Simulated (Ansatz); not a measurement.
Crystal: CaF2 (Fluorite).

```
CELL_PARAMETERS angstrom
0.00000 2.73100 2.73100
2.73100 0.00000 2.73100
2.73100 2.73100 0.00000
ATOMIC_POSITIONS crystal
Ca 0.00000 0.00000 0.00000
F 0.75000 0.75000 0.75000
F 0.25000 0.25000 0.25000
```

Base run:

```yaml
Program: Ansatz 0.2.0
Functional: r2SCAN
Potentials_or_basis: Ansatz PAW
Cutoff: "500 eV (not typed: the program's choice for these potentials)"
k_mesh: 8 × 8 × 8
Occupations: fermi-dirac, width 0.05 eV
Spin: no spin polarisation
```

Its results: band gap on the k mesh 7.96 eV, indirect (least direct gap 8.22 eV); pressure -1.1 GPa.

Problem. The run is repeated on the same cell with these changes: functional from r2SCAN to PBE; cutoff from 500 eV (not typed: the program's choice for these potentials) to 420 eV (not typed: the program's choice for these potentials). What comes out?

Solution. Band gap on the k mesh 7.30 eV, indirect (least direct gap 7.56 eV); pressure 2.2 GPa.

r2SCAN gives the wider gap, since meta-GGAs in the generalised Kohn-Sham scheme recover part of the derivative discontinuity.

Caveats: the PAW data sets come from PBE, with cores solved anew for the run's functional, which leaves a small shift of forces and pressure (some runs).
